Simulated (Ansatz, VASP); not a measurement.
## One calculation of Cu, two programs

Contents of INCAR:

```
PREC     = Accurate       # precision mode
ENCUT    = 520            # plane-wave cutoff, eV
EDIFF    = 1E-7           # SCF threshold, eV
ISMEAR   = 0              # smearing method
SIGMA    = 0.15           # smearing width, eV
LREAL    = F              # projectors in reciprocal space
LASPH    = T              # aspherical terms in the spheres
NELM     = 60             # most SCF steps
ALGO     = Fast           # electronic algorithm
ISIF     = 2              # what is computed and relaxed
LWAVE    = F              # write WAVECAR
LCHARG   = F              # write CHGCAR
GGA      = PE             # functional
NBANDS   = 18             # bands
```

KPOINTS

```
regular mesh
0
Gamma
  18 18 14
```

POSCAR

```
Cu
1.0
    0.0000000000     -1.8075000000     -1.8075000000
    0.0000000000      1.8075000000     -1.8075000000
    3.6150000000      0.0000000000      0.0000000000
Cu
2
Direct
    0.5000000000      0.5000000000      0.5207468880
    0.0000000000      0.0000000000     -0.0207468880
```

Input for Ansatz:

```yaml
crystal:
  lattice:
    - [0.0, -1.8075, -1.8075]
    - [0.0, 1.8075, -1.8075]
    - [3.615, 0.0, 0.0]
  atoms:
    - { symbol: Cu, position: [0.5, 0.5, 0.520746888] }
    - { symbol: Cu, position: [0.0, 0.0, -0.020746888] }
basis:
  ecutwfc: 420
kpoints:
  mp_grid: { grid: [18, 18, 14] }
hamiltonian:
  xc: pbe
scf:
  occupations: { method: gaussian, width: 0.15 }
output:
  forces: true
  stress: true
  eigenvalues: true
```

Change from the starting cell: mode 6 (244.6 1/cm) frozen in, largest displacement +0.075 Å.

Alike in both runs: task single point; functional PBE; k mesh 18 × 18 × 14; occupations gaussian, width 0.15 eV; no spin polarisation.

```csv
,VASP,Ansatz
version,VASP 6.6.1,Ansatz 0.2.0
potentials or method,"VASP PAW PBE potentials, release 64 (Cu)","scalar-relativistic, plane waves, PAW"
plane-wave cutoff (eV),520,420
valence electrons in the cell,22,38
```

Ansatz gave:

| Property | Result |
| --- | --- |
| gap on the k mesh at the Fermi level (eV) | none |
| pressure (GPa) | 3.9 |
| largest component of the traceless stress (GPa) | 0.38 |
| rms of the force components (eV/Å) | 0.616 |

**Question.** What did VASP give for the same quantities?

**Answer.** gap on the k mesh at the Fermi level (eV): none; pressure (GPa): 4.5; largest component of the traceless stress (GPa): 0.36; rms of the force components (eV/Å): 0.617.

Atom by atom the forces differ by 0.001 eV/Å (rms over components). A gap of «none» marks a metal or a gap that the smearing closes. The two sets of potentials don't hold the same shells in valence.

Caveats: forces of over 1 eV/Å show positions far from the minimum, so gaps and moduli don't describe the material at rest.
